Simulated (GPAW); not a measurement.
# ZnS (Wurtzite-2H) (P6_3mc) in GPAW: further runs

The runs below take ZnS (Wurtzite-2H) through band structure, with PBE.

Everything below comes from runs of GPAW 26.7.0. Logs are shortened: lines on timing, memory, paths and dates and some standing lists are left out, and cuts for length are marked. The log counts tension as positive stress, the text compression.

**Experimental background.**

From a printed reference work, monograph, for a bulk crystal of ZnS at 4 K: band gap 3.911 eV (direct).

How close the calculation comes is told below.

## (1) The crystal as given

It takes space group P6_3mc (No. 186, hexagonal). The conventional cell has a = 3.811 Å, b = 3.811 Å, c = 6.234 Å, α = 90.00°, β = 90.00°, γ = 120.00°. Zn (site symmetry 3m) has 4 S at 2.31 to 2.40 Å as nearest neighbours. S (site symmetry 3m) is surrounded by 4 Zn at 2.31 to 2.40 Å.

## (2) Band structure, PBE

The input, run.py:

```python
from ase.dft.bandgap import bandgap
from ase.io import read, write
from gpaw import GPAW

atoms = read('ZnS.xyz')

calc = GPAW(mode='fd',
            h=0.2,
            xc='PBE',
            kpts={'size': (6, 6, 3), 'gamma': True},
            occupations={'name': 'fermi-dirac', 'width': 0.05},
            nbands=31,
            convergence={'density': 1e-05, 'energy': 1e-05},
            maxiter=150,
            txt='gpaw.txt')
atoms.calc = calc
energy = atoms.get_potential_energy()
forces = atoms.get_forces()
calc.write('gs.gpw')
write('result.traj', atoms)
print(f'Energy: {energy:.6f} eV')
print('Forces (eV/A):')
print(forces.round(4))
print('Fermi level:', round(calc.get_fermi_level(), 4), 'eV')
print(f'Gap: {bandgap(calc)[0]:.4f} eV, direct: {bandgap(calc, direct=True)[0]:.4f} eV')

path = atoms.cell.bandpath('GMKGALHA,LM,KH', npoints=60, eps=1e-4)
bs_calc = calc.fixed_density(kpts=path, symmetry='off', nbands=48,
                             convergence={'bands': 'CBM+6.0', 'eigenstates': 1e-6}, txt='bands.txt')
bs = bs_calc.band_structure()
bs.write('bs.json')
print(f'Gap on the path: {bandgap(bs_calc)[0]:.4f} eV')
```

The input, ZnS.xyz:

```xyz
4
Lattice="3.8110000000 0.0000000000 0.0000000000 -1.9055000000 3.3004228138 0.0000000000 0.0000000000 0.0000000000 6.2340000000" Properties=species:S:1:pos:R:3 pbc="T T T"
Zn     1.9055000002      1.1001409378      3.1170000000
Zn    -0.0000000002      2.2002818760      0.0000000000
S      1.9055000002      1.1001409378      5.5170900000
S     -0.0000000002      2.2002818760      2.4000900000
```

Potentials or basis: GPAW PAW data sets (gpaw-data 1.2.1), fd.

Started as:

```sh
OMP_NUM_THREADS=1 python run.py
```

gpaw.txt:

```text
__  _  _
 | _ |_)|_||  |
 |__||  | ||/\| - 26.7.0

Input parameters:
  mode=FD(),
  convergence={'density': 1e-05, 'energy': 1e-05},
  h=0.2,
  kpts=MonkhorstPack(size=(6, 6, 3), gamma=True),
  maxiter=150,
  nbands=31,
  occupations=Occupations(name='fermi-dirac', width=0.05),
  xc=XC(name='PBE')

Diagonalizing LCAO Hamiltonian
Converting LCAO to fd mode

            S

            Zn
        S

        Zn

Atoms  # Å, Bohr magnetons
|   | symbol |         x |        y |        z |    initial magnetic moments |
|---|--------|-----------|----------|----------|-----------------------------|
| 0 |     Zn |  1.905500 | 1.100141 | 3.117000 | ( 0.0000,  0.0000,  0.0000) |
| 1 |     Zn | -0.000000 | 2.200282 | 0.000000 | ( 0.0000,  0.0000,  0.0000) |
| 2 |      S |  1.905500 | 1.100141 | 5.517090 | ( 0.0000,  0.0000,  0.0000) |
| 3 |      S | -0.000000 | 2.200282 | 2.400090 | ( 0.0000,  0.0000,  0.0000) |

Unit cell  # Å
| periodic |         x |        y |        z |  lengths |     angles |
|----------|-----------|----------|----------|----------|------------|
|      yes |  3.811000 | 0.000000 | 0.000000 | 3.811000 |  90.000000 |
|      yes | -1.905500 | 3.300423 | 0.000000 | 3.811000 |  90.000000 |
|      yes |  0.000000 | 0.000000 | 6.234000 | 6.234000 | 120.000000 |

Number of symmetries: 6
Symmetry operations  # r_c * U_cc + t_c -> r_c
|   | kind |            matrix            |
|---|------|------------------------------|
| 0 |  σ   |  1, 1, 0,  0,-1, 0,  0, 0, 1 |
| 1 |  E   |  1, 0, 0,  0, 1, 0,  0, 0, 1 |
| 2 |  C3  |  0, 1, 0, -1,-1, 0,  0, 0, 1 |
| 3 |  σ   |  0,-1, 0, -1, 0, 0,  0, 0, 1 |
| 4 |  σ   | -1, 0, 0,  1, 1, 0,  0, 0, 1 |
| 5 |  C3  | -1,-1, 0,  1, 0, 0,  0, 0, 1 |

BZ-sampling:
  Number of BZ points: 108
  Number of IBZ points: 17

  Monkhorst-Pack size: [6, 6, 3]
  Monkhorst-Pack shift: [0.08333333333333333, 0.08333333333333333, 0.0]

K-points  # in reciprocal-cell coordinates
|     |                                coordinates |     weight |
|-----|--------------------------------------------|------------|
|   0 | (  0.00000000,   0.00000000,   0.00000000) | 0.00925926 |
|   1 | (  0.00000000,   0.00000000,   0.33333333) | 0.01851852 |
|   2 | (  0.16666667,   0.00000000,  -0.33333333) | 0.05555556 |
|   3 | (  0.16666667,   0.00000000,   0.00000000) | 0.05555556 |
|   4 | (  0.16666667,   0.00000000,   0.33333333) | 0.05555556 |
|   5 | (  0.33333333,  -0.16666667,   0.00000000) | 0.05555556 |
|   6 | (  0.33333333,  -0.16666667,   0.33333333) | 0.11111111 |
|   7 | (  0.33333333,   0.00000000,  -0.33333333) | 0.05555556 |
|   8 | (  0.33333333,   0.00000000,   0.00000000) | 0.05555556 |
|   9 | (  0.33333333,   0.00000000,   0.33333333) | 0.05555556 |
| ... |                                            |            |
|  16 | (  0.50000000,   0.50000000,   0.33333333) | 0.05555556 |

Uniform wave function grid shape: (np.int64(16), np.int64(16), np.int64(32))
Spin-components: 1 (collinear spins)
Bands:           31
Projectors:      22
Spin-degeneracy: 2
Datatype:        complex128

Parallelization:
  kpt:    1
  domain: 1
  band:   1

Density:
  Valence electrons: 36.0
  Components: 1
  Grid points: [16 16 32]
  Charge: 0.0  # |e|

Potential:
  Grid points: [16 16 32]

species:
  Zn:
    name:    Zinc
    Z:       30.0
    valence: 12
    core:    18
    charge:  0.0  # [|e|]
    compensation charges:
      type: gauss
      rc: 0.37  # [Å]
      lmax: 2
    cutoffs:
      filter: 2.14  # [Å]
      core: 2.28  # [Å]
    projectors
    | kind |    occ | energy [eV] | rcut [Å] |
    |------|--------|-------------|----------|
    |   4s |  2.000 |      -5.977 |    1.286 |
    |   4p |  0.000 |      -1.117 |    1.270 |
    |   3d | 10.000 |     -10.142 |    1.180 |
    |    s |        |      21.234 |    1.286 |
    |    p |        |      26.095 |    1.270 |
    |    d |        |      17.070 |    1.180 |

    Using partial waves for Zn as LCAO basis

  S:
    name:    Sulfur
    Z:       16.0
    valence: 6
    core:    10
    charge:  0.0  # [|e|]
    compensation charges:
      type: gauss
      rc: 0.24  # [Å]
      lmax: 2
    cutoffs:
      filter: 1.77  # [Å]
      core: 1.66  # [Å]
    projectors
    | kind |    occ | energy [eV] | rcut [Å] |
    |------|--------|-------------|----------|
    |   3s |  2.000 |     -17.254 |    0.974 |
    |   3p |  4.000 |      -7.008 |    0.979 |
    |    s |        |       9.957 |    0.974 |
    |    p |        |      20.203 |    0.979 |
    |    d |        |       0.000 |    0.900 |

    Using partial waves for S as LCAO basis

Reference energy: -119437.893101  # eV

eigensolver:
  PPCG
  Converge bands: occupied
  niter=2

density mixing:
  MSR1-Mixer
  Pratt-step length: 0.05
  Maximum mixing coefficient: 0.75
  Old densities: 10
  SVD Regularization: 0.005
  Good broyden scale: 1.0
  Trust region scale: 1.0
  Backstep threshold: 4.0
  History deletion threshold: 6.0
  Fourier metric: weight=20.0, sigma=0.015

occupation numbers:
  Fermi-Dirac:
    width: 0.0500  # eV

FastPoissonSolver using
    Stencil: 8*3+1=25 point O(h^6) finite-difference Laplacian
    FFT axes: [np.int64(0), np.int64(1), np.int64(2)]
    FST axes: []

xc functional:
  name: PBE with 2 nearest neighbor stencil
interpolation: tri-quintic # 5. degree polynomial

convergence criteria:
- Maximum integral of absolute [dens]ity change: 1e-05 electrons / valence electron
- Maximum [total energy] change in last 3 cyles: 1e-05 eV / valence electron
- Maximum integral of absolute [eigenst]ate change: 4e-08 eV^2 / valence electron
maximum number of iterations: 150

SCF iterations
|iter     | |      energy | eigst |  dens |
|---------|-|-------------|-------|-------|
|iter:   1| |  -14.381150 | +0.45 |       |
|iter:   2| |  -14.289092 | -0.48 | -1.19 |
|iter:   3| |  -13.711814 | -0.77 | -1.23 |
|iter:   4| |  -13.726848 | -1.66 | -1.85 |
|iter:   5| |  -13.729341 | -2.25 | -2.28 |
|iter:   6| |  -13.729949 | -2.72 | -2.72 |
|iter:   7| |  -13.730067 | -3.37 | -3.32 |
|iter:   8| |  -13.730117c| -3.92 | -3.58 |
|iter:   9| |  -13.730121c| -4.67 | -4.48 |
|iter:  10| |  -13.730122c| -5.47 | -4.88 |
|iter:  11| |  -13.730123c| -5.91 | -5.14c|
|iter:  12| |  -13.730123c| -6.77 | -5.62c|
|iter:  13| |  -13.730123c| -7.46c| -6.08c|

Converged in 13 steps
Energy contributions relative to reference atoms: (reference = -119437.893101)

Energy contributions:
  Kinetic:          22.181904
  Coulomb:         -18.864910
  Zero:              0.441491
  External:          0.000000
  Xc:              -17.488607
  Entropy:          -0.000000
  Spinorbit:         0.000000
  ----------------------------
  Free energy:     -13.730123
  Extrapolated:    -13.730123

dipole moment: (0.000001, -0.000001, -7.453534)  # |e|*Ang

Fermi level: 4.821
Eigenvalues  # (at kpt = [0.000, 0.000, 0.000])
| band index |      eig [eV] | occ [0-2] |
|------------|---------------|-----------|
|          0 |        -9.372 |     2.000 |
|        ... |               |           |
|         10 |        -1.976 |     2.000 |
|         11 |        -1.821 |     2.000 |
|         12 |        -1.338 |     2.000 |
|         13 |         2.961 |     2.000 |
|         14 |         2.962 |     2.000 |
|         15 |         3.807 |     2.000 |
[... 8 lines left out ...]
|         24 |        11.396 |     0.000 |
|         25 |        13.119 |     0.000 |
|        ... |               |           |
|         30 |        16.556 |     0.000 |

Gap: 2.244 eV
Transition (v -> c):
  (s=0, k=0, n=17, [0.00, 0.00, 0.00]) -> (s=0, k=0, n=18, [0.00, 0.00, 0.00])
No difference between direct/indirect transitions

Forces  # eV/Ang
|        x |        y |        z |
|----------|----------|----------|
|  0.00000 |  0.00000 |  0.33003 |  # Zn   0
| -0.00000 |  0.00000 |  0.33003 |  # Zn   1
|  0.00000 |  0.00000 | -0.32351 |  # S    2
|  0.00000 | -0.00000 | -0.32350 |  # S    3

# Writing to gs.gpw (mode='')
```

bands.txt:

```text
Diagonalizing LCAO Hamiltonian
Converting LCAO to fd mode
convergence criteria:
- Maximum integral of absolute [eigenst]ate change: 1e-06 eV^2 / valence electron
maximum number of iterations: 150

SCF iterations
|iter     | |      energy | eigst |  dens |
|---------|-|-------------|-------|-------|
|iter:   1| |             | +1.63 |       |
[... 74 lines left out ...]
         [0.5       , 0.        , 0.125     ],
         [0.5       , 0.        , 0.        ],
         [0.33333333, 0.33333333, 0.        ],
         [0.33333333, 0.33333333, 0.1       ],
         [0.33333333, 0.33333333, 0.2       ],
         [0.33333333, 0.33333333, 0.3       ],
         [0.33333333, 0.33333333, 0.4       ],
         [0.33333333, 0.33333333, 0.5       ]])),
  maxiter=150,
  nbands=48,
  occupations=Occupations(name='fermi-dirac', width=0.05),
  symmetry=Symmetry(point_group=False, time_reversal=False),
  xc=XC(name='PBE')
```

Run time: 3.7 min. Hardware: 1 thread of Intel Xeon 6975P-C (Granite Rapids), shared host; peak memory 0.78 GiB.

What came out:

```
Free energy             : -13.7301 eV
Largest force           : 0.330 eV/Å
Band gap on the k mesh  : 2.24 eV, direct
Band gap along the path : 2.24 eV, direct
```

Forces on the atoms (eV/Å):
```
Zn   0.000  0.000  0.330
Zn   0.000  0.000  0.330
S    0.000  0.000 -0.324
S    0.000  0.000 -0.324
```

Levels at the corners of the path, in eV from the valence-band top:
```tsv
point	band 14	band 15	band 16	band 17	band 18	band 19	band 20	band 21	band 22	band 23
Γ	-0.86	-0.86	-0.01	-0.01	0.00	2.24	2.99	6.27	6.27	6.58
M	-4.21	-3.15	-2.25	-1.56	-0.98	3.61	4.26	5.17	7.10	7.40
K	-4.35	-3.87	-2.21	-2.21	-2.21	4.46	5.91	5.91	7.88	7.90
Γ	-0.86	-0.86	-0.01	-0.01	0.00	2.24	2.99	6.27	6.27	6.58
A	-2.76	-0.45	-0.45	-0.45	-0.45	3.51	3.51	6.70	6.70	6.70
L	-4.89	-1.66	-1.66	-1.53	-1.53	3.61	3.61	5.13	5.13	8.94
H	-4.77	-3.11	-3.11	-1.25	-1.25	4.53	4.53	6.47	6.47	7.30
A	-2.76	-0.45	-0.45	-0.45	-0.45	3.51	3.51	6.70	6.70	6.70
L	-4.89	-1.66	-1.66	-1.53	-1.53	3.61	3.61	5.13	5.13	8.94
M	-4.21	-3.15	-2.25	-1.56	-0.98	3.61	4.26	5.17	7.10	7.40
K	-4.35	-3.87	-2.21	-2.21	-2.21	4.46	5.91	5.91	7.88	7.90
H	-4.77	-3.11	-3.11	-1.25	-1.25	4.53	4.53	6.47	6.47	7.30
```

Caveat: the real-space grid adds noise to forces.

[end of part 1 of 2]
